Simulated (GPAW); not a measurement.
# InP (F-43m) in GPAW: further runs

Aim: see how the results for InP move with the level of theory and the settings. Levels: PBEsol+D3(BJ), PBEsol+D4, RPBE+D3(BJ), RPBE+D4. Tasks: relaxation of cell and atoms.

All numbers are computed with GPAW 26.7.0; they aren't measurements. Logs are shortened: lines on timing, memory, paths and dates and some standing lists are left out, and cuts for length are marked. The log counts tension as positive stress, the text compression.

### 1 The structure

Symmetry: F-43m, No. 216, cubic system. The conventional cell has a = 5.861 Å, b = 5.861 Å, c = 5.861 Å, α = 90.00°, β = 90.00°, γ = 90.00°. In (site symmetry -43m) has 4 P at 2.54 Å as nearest neighbours. P (site symmetry -43m) has 4 In at 2.54 Å as nearest neighbours.

### 2 Relaxation of cell and atoms, PBEsol+D3(BJ), target pressure -2 GPa, at which the enthalpy is minimised

File run.py:

```python
from ase import Atoms
from ase.calculators.mixing import SumCalculator
from ase.filters import FrechetCellFilter
from ase.io import write
from ase.optimize import BFGS
from ase.units import GPa
from dftd3.ase import DFTD3
from gpaw import GPAW, PW, setup_paths

setup_paths.insert(0, '.')

atoms = Atoms(['In', 'P'],
              cell=[[0.0, 2.9305, 2.9305],
                    [2.9305, 0.0, 2.9305],
                    [2.9305, 2.9305, 0.0]],
              scaled_positions=[[0.0, 0.0, 0.0],
                                [0.75, 0.75, 0.75]],
              pbc=True)

calc = GPAW(mode=PW(600),
            xc='PBEsol',
            kpts={'size': (8, 8, 8), 'gamma': True},
            occupations={'name': 'fermi-dirac', 'width': 0.05},
            nbands=18,
            convergence={'density': 1e-05, 'forces': 0.0001},
            maxiter=150,
            txt='gpaw.txt')
atoms.calc = SumCalculator([calc, DFTD3(method='pbesol', damping='d3bj')])
opt = BFGS(FrechetCellFilter(atoms, scalar_pressure=-2 * GPa), trajectory='relax.traj', logfile='-')
done = opt.run(fmax=0.02, steps=40)
calc.write('gs.gpw')
write('result.traj', atoms)
print('Converged:', done)
print('Cell:', atoms.cell.cellpar().round(4))
print('Volume:', round(atoms.get_volume(), 4))
print(atoms.get_scaled_positions().round(5))
```

Potentials or basis: PAW data sets generated in the run's folder for this functional, pw.

Run with:

```bash
$ gpaw-setup -f PBEsol In P
$ OMP_NUM_THREADS=1 python run.py
```

gpaw.txt:

```text
__  _  _
 | _ |_)|_||  |
 |__||  | ||/\| - 26.7.0

Input parameters:
  mode=PW(ecut=600.0),
  convergence={'density': 1e-05, 'forces': 0.0001},
  kpts=MonkhorstPack(size=(8, 8, 8), gamma=True),
  maxiter=150,
  nbands=18,
  occupations=Occupations(name='fermi-dirac', width=0.05),
  xc=XC(name='PBEsol')

Diagonalizing LCAO Hamiltonian
Converting LCAO to pw mode

                     P

       In

Atoms  # Å, Bohr magnetons
|   | symbol |        x |        y |        z |    initial magnetic moments |
|---|--------|----------|----------|----------|-----------------------------|
| 0 |     In | 0.000000 | 0.000000 | 0.000000 | ( 0.0000,  0.0000,  0.0000) |
| 1 |      P | 4.395750 | 4.395750 | 4.395750 | ( 0.0000,  0.0000,  0.0000) |

Unit cell  # Å
| periodic |        x |        y |        z |  lengths |    angles |
|----------|----------|----------|----------|----------|-----------|
|      yes | 0.000000 | 2.930500 | 2.930500 | 4.144353 | 60.000000 |
|      yes | 2.930500 | 0.000000 | 2.930500 | 4.144353 | 60.000000 |
|      yes | 2.930500 | 2.930500 | 0.000000 | 4.144353 | 60.000000 |

Number of symmetries: 24
Symmetry operations  # r_c * U_cc + t_c -> r_c
|    | kind |            matrix            |
|----|------|------------------------------|
|  0 |  E   |  1, 0, 0,  0, 1, 0,  0, 0, 1 |
|  1 |  σ   |  1, 0, 0,  0, 0, 1,  0, 1, 0 |
|  2 |  σ   |  1, 0,-1,  0, 1,-1,  0, 0,-1 |
|  3 |  C3  |  1, 0,-1,  0, 0,-1,  0, 1,-1 |
|  4 |  C3  |  1,-1, 0,  0,-1, 1,  0,-1, 0 |
|  5 |  σ   |  1,-1, 0,  0,-1, 0,  0,-1, 1 |
|  6 |  σ   |  0, 1, 0,  1, 0, 0,  0, 0, 1 |
|  7 |  C3  |  0, 1, 0,  0, 0, 1,  1, 0, 0 |
|  8 |  C2  |  0, 1,-1,  1, 0,-1,  0, 0,-1 |
|  9 |  S4  |  0, 1,-1,  0, 0,-1,  1, 0,-1 |
| 10 |  C3  |  0, 0, 1,  1, 0, 0,  0, 1, 0 |
| 11 |  σ   |  0, 0, 1,  0, 1, 0,  1, 0, 0 |
| 12 |  S4  |  0, 0,-1,  1, 0,-1,  0, 1,-1 |
| 13 |  C3  |  0, 0,-1,  0, 1,-1,  1, 0,-1 |
| 14 |  S4  |  0,-1, 1,  1,-1, 0,  0,-1, 0 |
| 15 |  C2  |  0,-1, 1,  0,-1, 0,  1,-1, 0 |
| 16 |  C3  |  0,-1, 0,  1,-1, 0,  0,-1, 1 |
| 17 |  S4  |  0,-1, 0,  0,-1, 1,  1,-1, 0 |
| 18 |  S4  | -1, 1, 0, -1, 0, 1, -1, 0, 0 |
| 19 |  C3  | -1, 1, 0, -1, 0, 0, -1, 0, 1 |
| 20 |  C3  | -1, 0, 1, -1, 1, 0, -1, 0, 0 |
| 21 |  S4  | -1, 0, 1, -1, 0, 0, -1, 1, 0 |
| 22 |  σ   | -1, 0, 0, -1, 1, 0, -1, 0, 1 |
| 23 |  C2  | -1, 0, 0, -1, 0, 1, -1, 1, 0 |
[... 123 lines left out ...]
xc functional:
  name: PBEsol with 2 nearest neighbor stencil

convergence criteria:
- Maximum integral of absolute [dens]ity change: 1e-05 electrons / valence electron
- Maximum change in the atomic [forces] across last 2 cycles: 0.0001 eV/Ang OR
Maximum error relative to the maximum force is below inf
- Maximum [total energy] change in last 3 cyles: 0.0005 eV / valence electron
- Maximum integral of absolute [eigenst]ate change: 4e-08 eV^2 / valence electron
maximum number of iterations: 150

SCF iterations
|iter     | |      energy | eigst |  dens |force |
|---------|-|-------------|-------|-------|------|
|iter:   1| |   -9.731748 | -0.27 |       |      |
|iter:   2| |   -9.660427 | -2.22 | -1.14 |      |
|iter:   3| |   -9.385041 | -1.82 | -1.18 |      |
|iter:   4| |   -9.381826 | -3.27 | -1.76 |      |
|iter:   5| |   -9.381488c| -4.06 | -2.29 |      |
|iter:   6| |   -9.381514c| -5.48 | -3.07 |      |
|iter:   7| |   -9.381517c| -6.50 | -3.59 |      |
|iter:   8| |   -9.381517c| -8.28c| -4.62 |      |
|iter:   9| |   -9.381517c| -8.60c| -5.39c|      |
|iter:  10| |   -9.381517c| -9.14c| -6.00c|-15.95c|

Converged in 10 steps
Energy contributions relative to reference atoms: (reference = -169189.500966)

Energy contributions:
  Kinetic:          20.147287
  Coulomb:         -18.609073
  Zero:              0.123390
  External:          0.000000
  Xc:              -11.043114
  Entropy:          -0.000012
  Spinorbit:         0.000000
  ----------------------------
  Free energy:      -9.381523
  Extrapolated:     -9.381517

dipole moment: (-16.929162, -16.929162, -16.929162)  # |e|*Ang

Fermi level: 5.155
Eigenvalues  # (at kpt = [0.000, 0.000, 0.000])
| band index |      eig [eV] | occ [0-2] |
|------------|---------------|-----------|
|          0 |        -9.256 |     2.000 |
|          1 |        -9.256 |     2.000 |
|          2 |        -9.256 |     2.000 |
|          3 |        -9.099 |     2.000 |
|          4 |        -9.099 |     2.000 |
|          5 |        -6.732 |     2.000 |
[... 10 lines left out ...]
|         16 |        15.878 |     0.000 |
|         17 |        15.878 |     0.000 |

Gap: 0.611 eV
Transition (v -> c):
  (s=0, k=0, n=8, [0.00, 0.00, 0.00]) -> (s=0, k=0, n=9, [0.00, 0.00, 0.00])
No difference between direct/indirect transitions

Stress tensor  # eV/Ang^3
|         x |         y |         z |
|-----------|-----------|-----------|
| -0.002250 |  0.000000 |  0.000000 |
|  0.000000 | -0.002250 |  0.000000 |
|  0.000000 |  0.000000 | -0.002250 |

Forces  # eV/Ang
|        x |        y |       z |
|----------|----------|---------|
| -0.00000 | -0.00000 | 0.00000 |  # In   0
| -0.00000 |  0.00000 | 0.00000 |  # P    1

Interpolating wave functions to new cell

                     P

       In

Atoms  # Å, Bohr magnetons
|   | symbol |         x |         y |        z |    initial magnetic moments |
|---|--------|-----------|-----------|----------|-----------------------------|
| 0 |     In | -0.000000 | -0.000000 | 0.000000 | ( 0.0000,  0.0000,  0.0000) |
| 1 |      P |  4.398026 |  4.398026 | 4.398026 | ( 0.0000,  0.0000,  0.0000) |

Unit cell  # Å
| periodic |         x |         y |         z |  lengths |    angles |
|----------|-----------|-----------|-----------|----------|-----------|
|      yes | -0.000000 |  2.932017 |  2.932017 | 4.146499 | 60.000000 |
|      yes |  2.932017 | -0.000000 |  2.932017 | 4.146499 | 60.000000 |
|      yes |  2.932017 |  2.932017 | -0.000000 | 4.146499 | 60.000000 |

Number of symmetries: 24
Symmetry operations  # r_c * U_cc + t_c -> r_c
|    | kind |            matrix            |
|----|------|------------------------------|
|  0 |  E   |  1, 0, 0,  0, 1, 0,  0, 0, 1 |
|  1 |  σ   |  1, 0, 0,  0, 0, 1,  0, 1, 0 |
|  2 |  σ   |  1, 0,-1,  0, 1,-1,  0, 0,-1 |
|  3 |  C3  |  1, 0,-1,  0, 0,-1,  0, 1,-1 |
|  4 |  C3  |  1,-1, 0,  0,-1, 1,  0,-1, 0 |
|  5 |  σ   |  1,-1, 0,  0,-1, 0,  0,-1, 1 |
|  6 |  σ   |  0, 1, 0,  1, 0, 0,  0, 0, 1 |
|  7 |  C3  |  0, 1, 0,  0, 0, 1,  1, 0, 0 |
|  8 |  C2  |  0, 1,-1,  1, 0,-1,  0, 0,-1 |
|  9 |  S4  |  0, 1,-1,  0, 0,-1,  1, 0,-1 |
| 10 |  C3  |  0, 0, 1,  1, 0, 0,  0, 1, 0 |
| 11 |  σ   |  0, 0, 1,  0, 1, 0,  1, 0, 0 |
| 12 |  S4  |  0, 0,-1,  1, 0,-1,  0, 1,-1 |
| 13 |  C3  |  0, 0,-1,  0, 1,-1,  1, 0,-1 |
| 14 |  S4  |  0,-1, 1,  1,-1, 0,  0,-1, 0 |
| 15 |  C2  |  0,-1, 1,  0,-1, 0,  1,-1, 0 |
| 16 |  C3  |  0,-1, 0,  1,-1, 0,  0,-1, 1 |
| 17 |  S4  |  0,-1, 0,  0,-1, 1,  1,-1, 0 |
| 18 |  S4  | -1, 1, 0, -1, 0, 1, -1, 0, 0 |
| 19 |  C3  | -1, 1, 0, -1, 0, 0, -1, 0, 1 |
| 20 |  C3  | -1, 0, 1, -1, 1, 0, -1, 0, 0 |
| 21 |  S4  | -1, 0, 1, -1, 0, 0, -1, 1, 0 |
| 22 |  σ   | -1, 0, 0, -1, 1, 0, -1, 0, 1 |
| 23 |  C2  | -1, 0, 0, -1, 0, 1, -1, 1, 0 |
[... 167 lines left out ...]
|          1 |        -9.269 |     2.000 |
|          2 |        -9.269 |     2.000 |
|          3 |        -9.113 |     2.000 |
|          4 |        -9.113 |     2.000 |
|          5 |        -6.738 |     2.000 |
[... 10 lines left out ...]
|         16 |        15.858 |     0.000 |
|         17 |        15.858 |     0.000 |

Gap: 0.603 eV
Transition (v -> c):
  (s=0, k=0, n=8, [0.00, 0.00, 0.00]) -> (s=0, k=0, n=9, [0.00, 0.00, 0.00])
No difference between direct/indirect transitions

Stress tensor  # eV/Ang^3
|         x |         y |         z |
|-----------|-----------|-----------|
| -0.001584 |  0.000000 | -0.000000 |
|  0.000000 | -0.001584 | -0.000000 |
| -0.000000 | -0.000000 | -0.001584 |

Forces  # eV/Ang
|        x |       y |        z |
|----------|---------|----------|
|  0.00000 | 0.00000 |  0.00000 |  # In   0
| -0.00000 | 0.00000 | -0.00000 |  # P    1

Interpolating wave functions to new cell

                     P

       In

Atoms  # Å, Bohr magnetons
|   | symbol |        x |        y |        z |    initial magnetic moments |
|---|--------|----------|----------|----------|-----------------------------|
| 0 |     In | 0.000000 | 0.000000 | 0.000000 | ( 0.0000,  0.0000,  0.0000) |
| 1 |      P | 4.406209 | 4.406209 | 4.406209 | ( 0.0000,  0.0000,  0.0000) |

Unit cell  # Å
| periodic |         x |         y |        z |  lengths |    angles |
|----------|-----------|-----------|----------|----------|-----------|
|      yes | -0.000000 |  2.937473 | 2.937473 | 4.154214 | 60.000000 |
|      yes |  2.937473 | -0.000000 | 2.937473 | 4.154214 | 60.000000 |
|      yes |  2.937473 |  2.937473 | 0.000000 | 4.154214 | 60.000000 |

Number of symmetries: 24
Symmetry operations  # r_c * U_cc + t_c -> r_c
|    | kind |            matrix            |
|----|------|------------------------------|
|  0 |  E   |  1, 0, 0,  0, 1, 0,  0, 0, 1 |
|  1 |  σ   |  1, 0, 0,  0, 0, 1,  0, 1, 0 |
|  2 |  σ   |  1, 0,-1,  0, 1,-1,  0, 0,-1 |
|  3 |  C3  |  1, 0,-1,  0, 0,-1,  0, 1,-1 |
|  4 |  C3  |  1,-1, 0,  0,-1, 1,  0,-1, 0 |
|  5 |  σ   |  1,-1, 0,  0,-1, 0,  0,-1, 1 |
|  6 |  σ   |  0, 1, 0,  1, 0, 0,  0, 0, 1 |
|  7 |  C3  |  0, 1, 0,  0, 0, 1,  1, 0, 0 |
|  8 |  C2  |  0, 1,-1,  1, 0,-1,  0, 0,-1 |
|  9 |  S4  |  0, 1,-1,  0, 0,-1,  1, 0,-1 |
| 10 |  C3  |  0, 0, 1,  1, 0, 0,  0, 1, 0 |
| 11 |  σ   |  0, 0, 1,  0, 1, 0,  1, 0, 0 |
| 12 |  S4  |  0, 0,-1,  1, 0,-1,  0, 1,-1 |
| 13 |  C3  |  0, 0,-1,  0, 1,-1,  1, 0,-1 |
| 14 |  S4  |  0,-1, 1,  1,-1, 0,  0,-1, 0 |
| 15 |  C2  |  0,-1, 1,  0,-1, 0,  1,-1, 0 |
| 16 |  C3  |  0,-1, 0,  1,-1, 0,  0,-1, 1 |
| 17 |  S4  |  0,-1, 0,  0,-1, 1,  1,-1, 0 |
| 18 |  S4  | -1, 1, 0, -1, 0, 1, -1, 0, 0 |
| 19 |  C3  | -1, 1, 0, -1, 0, 0, -1, 0, 1 |
| 20 |  C3  | -1, 0, 1, -1, 1, 0, -1, 0, 0 |
| 21 |  S4  | -1, 0, 1, -1, 0, 0, -1, 1, 0 |
| 22 |  σ   | -1, 0, 0, -1, 1, 0, -1, 0, 1 |
| 23 |  C2  | -1, 0, 0, -1, 0, 1, -1, 1, 0 |
[... 120 lines left out ...]
poisson solver:
  ecut: 4800.0  # eV

xc functional:
  name: PBEsol with 2 nearest neighbor stencil

convergence criteria:
- Maximum integral of absolute [dens]ity change: 1e-05 electrons / valence electron
- Maximum change in the atomic [forces] across last 2 cycles: 0.0001 eV/Ang OR
Maximum error relative to the maximum force is below inf
- Maximum [total energy] change in last 3 cyles: 0.0005 eV / valence electron
- Maximum integral of absolute [eigenst]ate change: 4e-08 eV^2 / valence electron
maximum number of iterations: 150

SCF iterations
|iter     | |      energy | eigst |  dens |force |
|---------|-|-------------|-------|-------|------|
|iter:   1| |   -9.383141 | -2.55 |       |      |
|iter:   2| |   -9.382924 | -5.02 | -2.47 |      |
|iter:   3| |   -9.381884c| -4.48 | -2.51 |      |
|iter:   4| |   -9.381886c| -5.49 | -3.24 |      |
|iter:   5| |   -9.381893c| -5.90 | -3.59 |      |
|iter:   6| |   -9.381893c| -8.10c| -4.77 |      |
|iter:   7| |   -9.381893c| -8.44c| -5.07c|      |
|iter:   8| |   -9.381893c| -8.89c| -5.61c|-16.15c|

Converged in 8 steps
Energy contributions relative to reference atoms: (reference = -169189.500966)

Energy contributions:
  Kinetic:          19.593305
  Coulomb:         -18.173665
  Zero:              0.123402
  External:          0.000000
  Xc:              -10.924927
  Entropy:          -0.000016
  Spinorbit:         0.000000
  ----------------------------
  Free energy:      -9.381901
  Extrapolated:     -9.381893

dipole moment: (-16.982287, -16.982287, -16.982287)  # |e|*Ang

Fermi level: 5.061
Eigenvalues  # (at kpt = [0.000, 0.000, 0.000])
| band index |      eig [eV] | occ [0-2] |
|------------|---------------|-----------|
|          0 |        -9.317 |     2.000 |
|          1 |        -9.317 |     2.000 |
|          2 |        -9.317 |     2.000 |
|          3 |        -9.164 |     2.000 |
|          4 |        -9.164 |     2.000 |
|          5 |        -6.759 |     2.000 |
[... 10 lines left out ...]
|         16 |        15.786 |     0.000 |
|         17 |        15.786 |     0.000 |

Gap: 0.573 eV
Transition (v -> c):
  (s=0, k=0, n=8, [0.00, 0.00, 0.00]) -> (s=0, k=0, n=9, [0.00, 0.00, 0.00])
No difference between direct/indirect transitions

Stress tensor  # eV/Ang^3
|         x |         y |         z |
|-----------|-----------|-----------|
|  0.000782 | -0.000000 | -0.000000 |
| -0.000000 |  0.000782 |  0.000000 |
| -0.000000 |  0.000000 |  0.000782 |

Forces  # eV/Ang
|        x |        y |        z |
|----------|----------|----------|
| -0.00000 | -0.00000 | -0.00000 |  # In   0
|  0.00000 |  0.00000 |  0.00000 |  # P    1

# Writing to gs.gpw (mode='')
```

It took 44 s on 1 thread of Arm Neoverse V1, shared host; peak memory 0.2 GiB.

What came out:

- Free energy: -9.9740 eV
- Relaxed volume: 25.35 Å³/atom
- Relaxed cell: a = 4.154 Å, b = 4.154 Å, c = 4.154 Å, α = 60.00°, β = 60.00°, γ = 60.00°
- Space group after relaxing (to 0.05 Å): F-43m (No. 216)
- Energy change on relaxing (the enthalpy is what falls): +1.9 meV/atom
- Ionic steps: 3
- Pressure after relaxing: -2.0 GPa
- Band gap on the k mesh: 0.57 eV, direct
- Dispersion energy per atom: -0.296 eV

Step by step:
```tsv
step	energy change (eV)	largest force (eV/Å)	pressure (GPa)	volume (Å³)
1	0.0000	0.0000	-1.54	50.33
2	0.0007	0.0000	-1.64	50.41
3	0.0039	0.0000	-2.00	50.69
```

Final structure:
```
CELL_PARAMETERS angstrom
0.00000 2.93747 2.93747
2.93747 0.00000 2.93747
2.93747 2.93747 0.00000
ATOMIC_POSITIONS crystal
In 0.00000 0.00000 0.00000
P 0.75000 0.75000 0.75000
```

Caveat: later steps reuse the first step's grids; spin-orbit coupling is left out, which moves the levels of the heavy elements.

### 3 Relaxation of cell and atoms, PBEsol+D4

run.py, as its differences from that of step 2:

```diff
@@ -4,5 +4,4 @@
 from ase.io import write
-from ase.optimize import BFGS
-from ase.units import GPa
-from dftd3.ase import DFTD3
+from ase.optimize import LBFGS
+from dftd4.ase import DFTD4
 from gpaw import GPAW, PW, setup_paths
@@ -27,5 +26,5 @@
             txt='gpaw.txt')
-atoms.calc = SumCalculator([calc, DFTD3(method='pbesol', damping='d3bj')])
-opt = BFGS(FrechetCellFilter(atoms, scalar_pressure=-2 * GPa), trajectory='relax.traj', logfile='-')
-done = opt.run(fmax=0.02, steps=40)
+atoms.calc = SumCalculator([calc, DFTD4(method='pbesol')])
+opt = LBFGS(FrechetCellFilter(atoms), trajectory='relax.traj', logfile='-')
+done = opt.run(fmax=0.02, steps=100)
 calc.write('gs.gpw')
```

Potentials or basis: PAW data sets generated in the run's folder for this functional, pw.

Run with:

```bash
$ gpaw-setup -f PBEsol In P
$ OMP_NUM_THREADS=1 python run.py
```

Wall time 87 s (1 thread of Arm Neoverse V1, shared host); peak memory 0.25 GiB.

The run converged. Its results:

| Property | Result |
| --- | --- |
| Free energy | -9.7791 eV |
| Relaxed volume | 24.86 Å³/atom |
| Relaxed cell | a = 4.127 Å, b = 4.127 Å, c = 4.127 Å, α = 60.00°, β = 60.00°, γ = 60.00° |
| Space group after relaxing (to 0.05 Å) | F-43m (No. 216) |
| Energy gained by relaxing | 0.7 meV/atom |
| Ionic steps | 3 |
| Pressure after relaxing | 0.0 GPa |
| Band gap on the k mesh | 0.68 eV, direct |
| Dispersion energy per atom | -0.200 eV |

Step by step:
```csv
step,energy change (eV),largest force (eV/Å),pressure (GPa),volume (Å³)
1,0.0000,0.0000,-0.84,50.33
2,-0.0006,0.0000,-0.65,50.19
3,-0.0014,0.0000,0.01,49.72
```

Final structure:
```xyz
2
Lattice="0.0000 2.9186 2.9186 2.9186 0.0000 2.9186 2.9186 2.9186 0.0000" Properties=species:S:1:pos:R:3 pbc="T T T"
In    0.0000    0.0000    0.0000
P     4.3778    4.3778    4.3778
```

Levels at points of the mesh, in eV from the valence-band top:
```
           k point  band 6  band 7  band 8  band 9  band 10  band 11  band 12  band 13
(0.00, 0.00, 0.00)  -11.64    0.00    0.00    0.00     0.68     3.99     3.99     3.99
(0.50, 0.00, 0.00)   -9.84   -5.87   -1.01   -1.01     1.43     4.72     4.72     6.97
(0.50, 0.50, 0.00)   -9.16   -5.86   -2.41   -2.41     1.61     2.17     9.17     9.58
(0.50, 0.50, 0.50)   -9.84   -5.87   -1.01   -1.01     1.43     4.72     4.72     6.97
```

Caveat: later steps reuse the first step's grids; spin-orbit coupling is left out, which moves the levels of the heavy elements. As with any semilocal functional, this PBEsol gap is likely too small.

### 4 Relaxation of cell and atoms, RPBE+D3(BJ), target pressure -2 GPa, at which the enthalpy is minimised

File run.py:

```python
from ase.calculators.mixing import SumCalculator
from ase.filters import FrechetCellFilter
from ase.io import read, write
from ase.optimize import BFGS
from ase.units import GPa
from dftd3.ase import DFTD3
from gpaw import GPAW, PW

atoms = read('InP.xyz')

calc = GPAW(mode=PW(600),
            xc='RPBE',
            kpts={'size': (8, 8, 8), 'gamma': True},
            occupations={'name': 'fermi-dirac', 'width': 0.05},
            nbands=18,
            convergence={'density': 1e-05, 'forces': 0.0001},
            maxiter=150,
            txt='gpaw.txt')
atoms.calc = SumCalculator([calc, DFTD3(method='rpbe', damping='d3bj')])
opt = BFGS(FrechetCellFilter(atoms, scalar_pressure=-2 * GPa), trajectory='relax.traj', logfile='-')
done = opt.run(fmax=0.02, steps=40)
calc.write('gs.gpw')
write('result.traj', atoms)
print('Converged:', done)
print('Cell:', atoms.cell.cellpar().round(4))
print('Volume:', round(atoms.get_volume(), 4))
print(atoms.get_scaled_positions().round(5))
```

File InP.xyz:

```xyz
2
Lattice="0.0000000000 2.9305000000 2.9305000000 2.9305000000 0.0000000000 2.9305000000 2.9305000000 2.9305000000 0.0000000000" Properties=species:S:1:pos:R:3 pbc="T T T"
In     0.0000000000      0.0000000000      0.0000000000
P      4.3957500000      4.3957500000      4.3957500000
```

Potentials or basis: the program's PAW data sets (release 1.2.1) made for this functional, pw.

Run with:

```bash
$ OMP_NUM_THREADS=1 python run.py
```

Run time: 62 s. Hardware: 1 thread of Arm Neoverse V1, shared host; peak memory 0.22 GiB.

The run converged. Its results:

| Property | Result |
| --- | --- |
| Free energy | -10.8092 eV |
| Relaxed volume | 23.85 Å³/atom |
| Relaxed cell | a = 4.071 Å, b = 4.071 Å, c = 4.071 Å, α = 60.00°, β = 60.00°, γ = 60.00° |
| Space group after relaxing (to 0.05 Å) | F-43m (No. 216) |
| Energy change on relaxing (the enthalpy is what falls) | -31.1 meV/atom |
| Ionic steps | 4 |
| Pressure after relaxing | -2.0 GPa |
| Band gap on the k mesh | 1.14 eV, direct |
| Dispersion energy per atom | -1.504 eV |

Step by step:
| step | energy change (eV) | largest force (eV/Å) | pressure (GPa) | volume (Å³) |
| --- | --- | --- | --- | --- |
| 1 | 0.0000 | 0.0000 | -5.46 | 50.33 |
| 2 | -0.0185 | 0.0000 | -4.79 | 49.75 |
| 3 | -0.0641 | 0.0000 | -1.77 | 47.54 |
| 4 | -0.0623 | 0.0000 | -2.01 | 47.69 |

Final structure:
```
CELL_PARAMETERS angstrom
0.00000 2.87836 2.87836
2.87836 0.00000 2.87836
2.87836 2.87836 0.00000
ATOMIC_POSITIONS crystal
In 0.00000 0.00000 0.00000
P 0.75000 0.75000 0.75000
```

Levels at points of the mesh, in eV from the valence-band top:
| k point | band 7 | band 8 | band 9 | band 10 | band 11 | band 12 |
| --- | --- | --- | --- | --- | --- | --- |
| (0.00, 0.00, 0.00) | 0.00 | 0.00 | 0.00 | 1.14 | 4.11 | 4.11 |
| (0.50, 0.50, 0.00) | -5.94 | -2.51 | -2.51 | 1.78 | 2.35 | 9.71 |
| (0.50, 0.50, 0.50) | -5.98 | -1.06 | -1.06 | 1.73 | 4.84 | 4.84 |

Caveat: later steps reuse the first step's grids; spin-orbit coupling is left out, which moves the levels of the heavy elements.

(Part 1 of 2 ends here.)
